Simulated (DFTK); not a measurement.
Ca:

```
Ca
1.0
     0.00000    2.79420    2.79420
     2.79420    0.00000    2.79420
     2.79420    2.79420    0.00000
Ca
1
Cartesian
  0.0000 0.0000 0.0000
```

| Item | Value |
| --- | --- |
| Program | DFTK 0.8.2 |
| Task | single point |
| Functional | PBE |
| Potentials or basis | dojo.nc.sr.pbe.v0_4_1.standard.upf (PBE) |
| Cutoff | 1034 eV |
| k mesh | 8 × 8 × 8 |
| Occupations | fermi-dirac, width 0.05 eV |
| Spin | no spin polarisation |

On this cell: pressure -0.6 GPa; band gap on the k mesh none (metal or under the smearing width).

The same run follows on a disturbed copy (cell strained at random at fixed volume):

```
Ca
1.0
     0.02261    2.80956    2.74477
     2.75250    0.03962    2.72775
     2.84984    2.88989   -0.05772
Ca
1
Direct
  0.99927 0.00324 0.99894
```

Question: What changes?

Answer: The energy (extrapolated to zero smearing) moves by +4.9 meV/atom; pressure -0.6 GPa; band gap on the k mesh none (metal or under the smearing width).

Stress tensor (GPa, compression positive):
```
-0.53 -0.61  0.41
-0.61 -0.64  0.26
 0.41  0.26 -0.49
```
